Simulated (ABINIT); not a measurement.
# GaAs (F-43m) in ABINIT: settings compared

One crystal, GaAs, is run at these levels: BLYP, rPW86PBE, AM05, PBE; tasks: band structure, equation of state.

All numbers are computed with ABINIT 10.8.3 (patched build); they aren't measurements. Logs are shortened: lines on timing, memory, paths and dates and some standing lists are left out, and cuts for length are marked. The log counts tension as positive stress, the text compression.

**Experimental background.**

From “Evidence of valence band perturbations in GaAsN/GaAs(001): A combined variable-angle spectroscopic ellipsometry and modulated photoreflectance investigation”, 2008, arxiv:0805.2212, for a bulk crystal of GaAs at 300 K: band gap 1.412 ± 0.01 eV (direct); band gap 1.418 ± 0.005 eV (direct).

The results are compared with them further down.

## (1) The crystal as given

Symmetry: F-43m, No. 216, cubic system. The conventional cell has a = 5.654 Å, b = 5.654 Å, c = 5.654 Å, α = 90.00°, β = 90.00°, γ = 90.00°. Around As (site symmetry -43m) lie 4 Ga at 2.45 Å. Around Ga (site symmetry -43m) lie 4 As at 2.45 Å.

## (2) Band structure, BLYP

The input, run.abi:

```
ndtset 2

pp_dirpath "./"
pseudos "As.GGA_PBE-JTH.xml, Ga.GGA_PBE-JTH.xml"

acell 3*1.0 Angstrom
rprim
     0.0000000000     2.8268500000     2.8268500000
     2.8268500000     0.0000000000     2.8268500000
     2.8268500000     2.8268500000     0.0000000000
ntypat 2
znucl 33 31
natom 2
typat 1 2
xred
     0.7500000000     0.7500000000     0.7500000000
     0.0000000000     0.0000000000     0.0000000000

ecut 17.0
pawecutdg 34.0

ixc -106131

occopt 3
tsmear 0.00183747

nstep 100

iomode 3
prtwf 0
prteig 0
prtebands 0
enunit 1
prtden1 1

kptopt1 1
ngkpt1 8 8 8
nshiftk1 1
shiftk1 0.0 0.0 0.0
nband1 18
tolvrs1 1.0e-9

iscf2 -2
getden2 1
nband2 22
nbdbuf2 2
tolwfr2 1.0e-12
kptopt2 -9
ndivsm2 8
prteig2 1
prtvol2 -3
kptbounds2
     0.0000000000     0.0000000000     0.0000000000
     0.5000000000     0.0000000000     0.5000000000
     0.5000000000     0.2500000000     0.7500000000
     0.3750000000     0.3750000000     0.7500000000
     0.0000000000     0.0000000000     0.0000000000
     0.5000000000     0.5000000000     0.5000000000
     0.6250000000     0.2500000000     0.6250000000
     0.5000000000     0.2500000000     0.7500000000
     0.5000000000     0.5000000000     0.5000000000
     0.3750000000     0.3750000000     0.7500000000
```

Potentials or basis: JTH PAW PBE v2.0.

Run with:

```console
> abinit run.abi > log 2>&1
```

run.abo:

```text
.Version 10.8.3 of ABINIT
 DATASET    1 : space group F-4 3 m (#216); Bravais cF (face-center cubic)
================================================================================
 Values of the parameters that define the memory need for DATASET  1.
     intxc =       0    ionmov =       0      iscf =      17    lmnmax =      18
     lnmax =       6     mgfft =      30  mpssoang =       3    mqgrid =    3001
     natom =       2  nloc_mem =       2    nspden =       1   nspinor =       1
    nsppol =       1      nsym =      24    n1xccc =       1    ntypat =       2
    occopt =       3   xclevel =       2
       mpw =        1036          nfft =       27000          nkpt =          29
 PAW method is used; the additional fine FFT grid is defined by:
   mgfftf=        40    nfftf =     64000
================================================================================
================================================================================

 DATASET    2 : space group F-4 3 m (#216); Bravais cF (face-center cubic)
================================================================================
 Values of the parameters that define the memory need for DATASET  2.
     intxc =       0    ionmov =       0      iscf =      -2    lmnmax =      18
     lnmax =       6     mgfft =      30  mpssoang =       3    mqgrid =    3001
     natom =       2  nloc_mem =       2    nspden =       1   nspinor =       1
    nsppol =       1      nsym =      24    n1xccc =       1    ntypat =       2
    occopt =       3   xclevel =       2
       mpw =        1036          nfft =       27000          nkpt =         139
 PAW method is used; the additional fine FFT grid is defined by:
   mgfftf=        40    nfftf =     64000
================================================================================
================================================================================

--------------------------------------------------------------------------------
------------- Echo of variables that govern the present computation ------------
--------------------------------------------------------------------------------
 -outvars: echo values of preprocessed input variables --------
            acell      1.8897261259E+00  1.8897261259E+00  1.8897261259E+00 Bohr
              amu      7.49215900E+01  6.97230000E+01
             ecut      1.70000000E+01 Hartree
           enunit           1
           getden1          0
           getden2          1
             iscf1         17
             iscf2         -2
              ixc     -106131
           jdtset        1    2
           kptopt1          1
           kptopt2         -9
[... 1417 lines left out ...]
 Integrated electronic density in atomic spheres:
 ------------------------------------------------
 Atom  Sphere_radius  Integrated_density
    1        2.10392         12.76554859
    2        2.10359         11.10286852

================================================================================

 ----iterations are completed or convergence reached----

 Mean square residual over all n,k,spin=   54.455E-14; max=  99.964E-14
 reduced coordinates (array xred) for    2 atoms
       0.750000000000      0.750000000000      0.750000000000
       0.000000000000      0.000000000000      0.000000000000

 cartesian coordinates (angstrom) at end:
    1      4.24027500000000     4.24027500000000     4.24027500000000
    2      0.00000000000000     0.00000000000000     0.00000000000000
 length scales=  1.889726125908  1.889726125908  1.889726125908 bohr
              =  1.000000000000  1.000000000000  1.000000000000 angstroms
 Eigenvalues (   eV  ) for nkpt= 139  k points:
 kpt#   1, nband= 22, wtk=  1.00000, kpt=  0.0000  0.0000  0.0000 (reduced coord)
 -30.32373  -30.32373  -30.32373  -30.31444  -30.31444  -10.10905  -10.10905  -10.10905
 -10.02929  -10.02929   -7.94391    4.80328    4.80328    4.80328    5.15326    8.58276
   8.58276    8.58276   12.60509   15.13892   15.13892   16.58039
 kpt#   2, nband= 22, wtk=  1.00000, kpt=  0.0217  0.0000  0.0217 (reduced coord)
 -30.32373  -30.32372  -30.32372  -30.31445  -30.31444  -10.10975  -10.10885  -10.10885
 -10.02942  -10.02924   -7.93653    4.55080    4.77849    4.77849    5.40415    8.55671
   8.61671    8.61671   12.64887   14.98782   15.14665   16.59675
 kpt#   3, nband= 22, wtk=  1.00000, kpt=  0.0435  0.0000  0.0435 (reduced coord)
 -30.32376  -30.32372  -30.32372  -30.31446  -30.31443  -10.11192  -10.10837  -10.10837
 -10.02970  -10.02912   -7.91444    4.17915    4.70693    4.70693    5.77013    8.48244
   8.71572    8.71572   12.77614   14.64208   15.16981   16.64584
 kpt#   4, nband= 22, wtk=  1.00000, kpt=  0.0652  0.0000  0.0652 (reduced coord)
 -30.32379  -30.32369  -30.32369  -30.31448  -30.31442  -10.11533  -10.10737  -10.10737
 -10.03016  -10.02894   -7.87778    3.79735    4.59588    4.59588    6.13943    8.37014
   8.87244    8.87244   12.97554   14.23075   15.20843   16.72617
 kpt#   5, nband= 22, wtk=  1.00000, kpt=  0.0870  0.0000  0.0870 (reduced coord)
[... 525 lines left out ...]
 -10.03900  -10.02551   -5.67170   -1.72631    1.07850    2.80260    7.07408   10.27733
  11.85506   12.04636   13.68748   15.32957   18.54535   19.49199
 kpt# 137, nband= 22, wtk=  1.00000, kpt=  0.3929  0.3929  0.7143 (reduced coord)
 -30.32388  -30.32257  -30.32231  -30.31460  -30.31390  -10.20541  -10.07688  -10.07038
 -10.04045  -10.02498   -5.60938   -1.76645    1.01452    2.71870    7.00119   10.08107
  12.15461   12.36496   13.55400   15.33169   18.98645   19.77401
 kpt# 138, nband= 22, wtk=  1.00000, kpt=  0.3839  0.3839  0.7321 (reduced coord)
 -30.32395  -30.32249  -30.32226  -30.31463  -30.31385  -10.20718  -10.07542  -10.06889
 -10.04174  -10.02434   -5.56023   -1.80959    1.00236    2.64485    6.93440    9.80160
  12.51629   12.64649   13.48024   15.40258   19.16721   20.21563
 kpt# 139, nband= 22, wtk=  1.00000, kpt=  0.3750  0.3750  0.7500 (reduced coord)
 -30.32403  -30.32244  -30.32222  -30.31467  -30.31381  -10.20868  -10.07418  -10.06780
 -10.04300  -10.02370   -5.52984   -1.84483    1.03645    2.58229    6.87767    9.49680
  12.77122   12.87212   13.57359   15.55807   19.13665   20.57771

== END DATASET(S) ==============================================================
================================================================================

 -outvars: echo values of variables after computation  --------
            acell      1.8897261259E+00  1.8897261259E+00  1.8897261259E+00 Bohr
           etotal1    -1.9289106327E+02
            fcart1     3.9379258499E-31  3.9379258499E-31 -1.1813777550E-30
                      -3.9379258499E-31 -3.9379258499E-31  1.1813777550E-30
            rprim      0.0000000000E+00  2.8268500000E+00  2.8268500000E+00
                       2.8268500000E+00  0.0000000000E+00  2.8268500000E+00
                       2.8268500000E+00  2.8268500000E+00  0.0000000000E+00
           strten1    -2.2471152024E-04 -2.2471152024E-04 -2.2471152024E-04
                       0.0000000000E+00  0.0000000000E+00  0.0000000000E+00
           xangst      4.2402750000E+00  4.2402750000E+00  4.2402750000E+00
                       0.0000000000E+00  0.0000000000E+00  0.0000000000E+00
             xred      7.5000000000E-01  7.5000000000E-01  7.5000000000E-01
                       0.0000000000E+00  0.0000000000E+00  0.0000000000E+00
 Calculation completed.
```

Run time: 67 s. Hardware: 1 thread of Arm Neoverse V2, shared host; peak memory 0.14 GiB.

What came out:

```yaml
Free_energy: -5248.8332 eV
Pressure: 6.6 GPa
Band_gap_on_the_k_mesh: 0.35 eV, direct
Band_gap_along_the_path: 0.35 eV, direct
Valence_electrons_inside_the_program's_atomic_spheres: As 12.77; Ga 11.10
```

Levels at the corners of the path, in eV from the valence-band top:
```tsv
point	band 12	band 13	band 14	band 15	band 16	band 17
Γ	0.00	0.00	0.00	0.35	3.78	3.78
X	-6.83	-2.63	-2.63	1.64	1.75	10.10
W	-6.66	-3.45	-3.26	4.56	4.88	5.44
K	-6.65	-3.77	-2.22	2.07	4.69	7.97
Γ	0.00	0.00	0.00	0.35	3.78	3.78
L	-6.61	-1.13	-1.13	0.97	4.73	4.73
U	-6.65	-3.77	-2.22	2.07	4.69	7.97
W	-6.66	-3.45	-3.26	4.56	4.88	5.44
L	-6.61	-1.13	-1.13	0.97	4.73	4.73
K	-6.65	-3.77	-2.22	2.07	4.69	7.97
```

Caveat: the PAW data sets were made with another functional, which shifts forces and pressure a little.

## (3) Band structure, rPW86PBE

run.abi, as its differences from that of step 2:

```diff
@@ -1,11 +1,14 @@
+# Datasets: ground state, then fixed potential
 ndtset 2
 
+# Pseudopotentials
 pp_dirpath "./"
-pseudos "As.GGA_PBE-JTH.xml, Ga.GGA_PBE-JTH.xml"
+pseudos "As.GGA_PBE-JTH_sp.xml, Ga.GGA_PBE-JTH.xml"
 
-acell 3*1.0 Angstrom
+# Structure
+acell 3.9977696088 3.9977696088 3.9977696088 Angstrom
 rprim
-     0.0000000000     2.8268500000     2.8268500000
-     2.8268500000     0.0000000000     2.8268500000
-     2.8268500000     2.8268500000     0.0000000000
+     0.0000000000     0.7071067812     0.7071067812
+     0.7071067812     0.0000000000     0.7071067812
+     0.7071067812     0.7071067812     0.0000000000
 ntypat 2
@@ -18,2 +21,3 @@
 
+# Plane-wave basis
 ecut 17.0
@@ -21,4 +25,6 @@
 
-ixc -106131
+# Exchange and correlation
+ixc -144130
 
+# Bands and occupations
 occopt 3
@@ -26,4 +32,6 @@
 
+# SCF cycle
 nstep 100
 
+# Output
 iomode 3
@@ -34,3 +42,7 @@
 prtden1 1
+prtvha1 1
+prtvclmb1 1
+prtpot1 1
 
+# Dataset 1
 kptopt1 1
@@ -39,8 +51,9 @@
 shiftk1 0.0 0.0 0.0
-nband1 18
+nband1 13
 tolvrs1 1.0e-9
 
+# Dataset 2: bands along G-X-W-K-G-L-U-W-L-K
 iscf2 -2
 getden2 1
-nband2 22
+nband2 17
 nbdbuf2 2
@@ -48,3 +61,3 @@
 kptopt2 -9
-ndivsm2 8
+ndivsm2 6
 prteig2 1
```

Potentials or basis: JTH PAW PBE v2.0 sp.

Run with:

```console
> abinit run.abi > log 2>&1
```

run.abo:

```text
.Version 10.8.3 of ABINIT
 DATASET    1 : space group F-4 3 m (#216); Bravais cF (face-center cubic)
================================================================================
 Values of the parameters that define the memory need for DATASET  1.
     intxc =       0    ionmov =       0      iscf =      17    lmnmax =      18
     lnmax =       6     mgfft =      30  mpssoang =       3    mqgrid =    3001
     natom =       2  nloc_mem =       2    nspden =       1   nspinor =       1
    nsppol =       1      nsym =      24    n1xccc =       1    ntypat =       2
    occopt =       3   xclevel =       2
       mpw =        1036          nfft =       27000          nkpt =          29
 PAW method is used; the additional fine FFT grid is defined by:
   mgfftf=        40    nfftf =     64000
================================================================================
================================================================================

[... 1488 lines left out ...]
  17.06108
 kpt# 103, nband= 17, wtk=  1.00000, kpt=  0.3750  0.3750  0.7500 (reduced coord)
 -13.05484  -12.91733  -12.91006  -12.89027  -12.86951   -8.49057   -4.85519   -1.99367
  -0.40993    3.81289    6.48561    9.80034    9.94697   10.54844   12.63276   16.14722
  17.57877

== END DATASET(S) ==============================================================
================================================================================

 -outvars: echo values of variables after computation  --------
            acell      7.5546896751E+00  7.5546896751E+00  7.5546896751E+00 Bohr
           etotal1    -8.5568431876E+01
            fcart1    -0.0000000000E+00 -0.0000000000E+00 -0.0000000000E+00
                      -0.0000000000E+00 -0.0000000000E+00 -0.0000000000E+00
            rprim      0.0000000000E+00  7.0710678120E-01  7.0710678120E-01
                       7.0710678120E-01  0.0000000000E+00  7.0710678120E-01
                       7.0710678120E-01  7.0710678120E-01  0.0000000000E+00
           strten1    -2.1530524948E-04 -2.1530524948E-04 -2.1530524948E-04
                       0.0000000000E+00  0.0000000000E+00  0.0000000000E+00
           xangst      4.2402750001E+00  4.2402750001E+00  4.2402750001E+00
                       0.0000000000E+00  0.0000000000E+00  0.0000000000E+00
             xred      7.5000000000E-01  7.5000000000E-01  7.5000000000E-01
                       0.0000000000E+00  0.0000000000E+00  0.0000000000E+00
 Calculation completed.
```

Run time: 36 s. Hardware: 1 thread of Arm Neoverse V2, shared host; peak memory 0.12 GiB.

Results:

```
Free energy                                           : -2328.4357 eV
Pressure                                              : 6.3 GPa
Band gap on the k mesh                                : 0.36 eV, direct
Band gap along the path                               : 0.36 eV, direct
Valence electrons inside the program's atomic spheres : As 2.78; Ga 11.10
```

Levels at the corners of the path, in eV from the valence-band top:
| point | band 6 | band 7 | band 8 | band 9 | band 10 | band 11 | band 12 | band 13 |
| --- | --- | --- | --- | --- | --- | --- | --- | --- |
| Γ | -12.77 | 0.00 | 0.00 | 0.00 | 0.36 | 3.77 | 3.77 | 3.77 |
| X | -10.29 | -6.87 | -2.66 | -2.66 | 1.51 | 1.66 | 10.17 | 10.17 |
| W | -10.23 | -6.69 | -3.50 | -3.32 | 4.58 | 4.78 | 5.44 | 6.13 |
| K | -10.32 | -6.69 | -3.83 | -2.24 | 1.98 | 4.65 | 7.97 | 8.11 |
| Γ | -12.77 | 0.00 | 0.00 | 0.00 | 0.36 | 3.77 | 3.77 | 3.77 |
| L | -11.02 | -6.66 | -1.14 | -1.14 | 0.93 | 4.70 | 4.70 | 7.84 |
| U | -10.32 | -6.69 | -3.83 | -2.24 | 1.98 | 4.65 | 7.97 | 8.11 |
| W | -10.23 | -6.69 | -3.50 | -3.32 | 4.58 | 4.78 | 5.44 | 6.13 |
| L | -11.02 | -6.66 | -1.14 | -1.14 | 0.93 | 4.70 | 4.70 | 7.84 |
| K | -10.32 | -6.69 | -3.83 | -2.24 | 1.98 | 4.65 | 7.97 | 8.11 |

Caveat: the PAW data sets were made with another functional, which shifts forces and pressure a little; this set keeps more shells in the core, which shifts pressures and gaps.

[end of part 1 of 2]
